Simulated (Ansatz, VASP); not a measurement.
**HfO2 in VASP and in Ansatz**

```
Hf O
1.0
     0.00000    2.54881    2.54881
     2.54881    0.00000    2.54881
     2.54881    2.54881    0.00000
Hf O
1 2
Direct
  0.00000 0.00000 0.00000
  0.25000 0.25000 0.25000
  0.75000 0.75000 0.75000
```

Alike in both runs: task single point; functional PBE; k mesh 8 × 8 × 8; occupations gaussian, width 0.02 eV; non-collinear spin, spin-orbit coupling.

|  | VASP | Ansatz |
| --- | --- | --- |
| version | VASP 6.6.1 | Ansatz 0.2.0 |
| potentials or method | VASP PAW PBE potentials, release 64 (Hf_pv, O) | plane waves, PAW |
| plane-wave cutoff (eV) | 520 | 420 |
| valence electrons in the cell | 22 | 38 |

Ansatz gave:

| Property | Result |
| --- | --- |
| gap on the k mesh at the Fermi level (eV) | 3.75 |
| least direct gap on the mesh (eV) | 3.75 |
| pressure (GPa) | -0.2 |
| net moment per atom (μB) | 0.00 |

Problem. Estimate VASP's values.

Solution. gap on the k mesh at the Fermi level (eV): 3.74; least direct gap on the mesh (eV): 3.74; pressure (GPa): -3.5; net moment per atom (μB): 0.00.

The two sets of potentials don't hold the same shells in valence.
